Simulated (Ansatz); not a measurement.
Ru: strain energy, fitted

Ru, P6_3/mmc, a = 2.702 Å, c = 4.266 Å. Ansatz: r2SCAN, PAW, 500 eV, Γ-centred 24×24×12 mesh on 2 atoms, Gaussian smearing 0.10 eV; no spin polarisation. Series: biaxial strain in the a-b plane, c and atoms relaxed; x is the strain in per cent. y is the free energy over the unstrained cell, V0 = 13.490 Å³/atom.

```
x (%) y (meV/atom)
 -3.0             ?
 -2.0         26.98
 -1.0          6.94
  0.0          0.00
  1.0          4.80
  2.0         20.20
  3.0         45.04
```

Question: Fit y = c2 x² + c3 x³ to the other rows, turn c2 into a modulus, and predict the missing energy.

Answer: Least squares on the rows shown. y = 6.0044 x² − 0.34852 x³. In eV per unit strain² c2 is 60.04; M is the biaxial modulus (E = M V0 ε²): 60.04 × 160.2 / (13.490) = 713 GPa. The unstrained cell keeps some stress along the strain, worth a slope of -0.57 meV/atom per %, which the form leaves out. With a term in x⁴ added, the coefficient of x² becomes 5.617, 6 % less, which shows how far this figure hangs on the form. At x = -3.0 the fit asked for gives 63.45 meV/atom. The run gave 61.50 meV/atom, so the fit is 1.95 meV/atom too high, 3.2 % of the span of the series, against an rms of 0.68 meV/atom on the fitted rows. The row lies outside the fitted range. With a term in x⁴ added, a fit to the same known rows predicts 68.17 meV/atom, further off still.